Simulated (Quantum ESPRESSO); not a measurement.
The system is WC.

```
W C
1.0
     0.00000    2.30211    2.30211
     2.30211    0.00000    2.30211
     2.30211    2.30211    0.00000
W C
1 1
Direct
  0.00000 0.00000 0.00000
  0.75000 0.75000 0.75000
```

The cell was built by a generator and needn't be a form met in nature.

| Item | Value |
| --- | --- |
| Program | Quantum ESPRESSO 7.5 |
| Task | single point |
| Functional | PBE |
| Potentials or basis | SSSP 1.3 efficiency PBE |
| Cutoff | 748 eV |
| Density cutoff | 5987 eV |
| k mesh | 10 × 10 × 10 |
| Occupations | fermi-dirac, width 0.05 eV |
| Spin | no spin polarisation |

On this cell: pressure 18.9 GPa; largest force zero by symmetry; band gap on the k mesh none (metal or under the smearing width).

The same run follows on a disturbed copy (atoms moved at random, drawn with an rms of 0.05 Å):

```
W C
1.0
     0.00000    2.30211    2.30211
     2.30211    0.00000    2.30211
     2.30211    2.30211    0.00000
W C
1 1
Direct
  0.98000 0.99461 0.00895
  0.74746 0.76278 0.74773
```

Task: What changes?

Result: The energy (extrapolated to zero smearing) moves by +36.8 meV/atom; pressure 20.1 GPa; largest force 1.725 eV/Å; band gap on the k mesh none (metal or under the smearing width).

Forces on the atoms (eV/Å):
```
W    0.394  0.369  1.638
C   -0.394 -0.369 -1.638
```

Stress tensor (GPa, compression positive):
```
20.65 12.59  2.45
12.59 20.66  2.67
 2.45  2.67 19.12
```

Caveats: so large a pressure means that the cell lies far from this level's equilibrium, or that cutoff or potentials fall short (some runs).
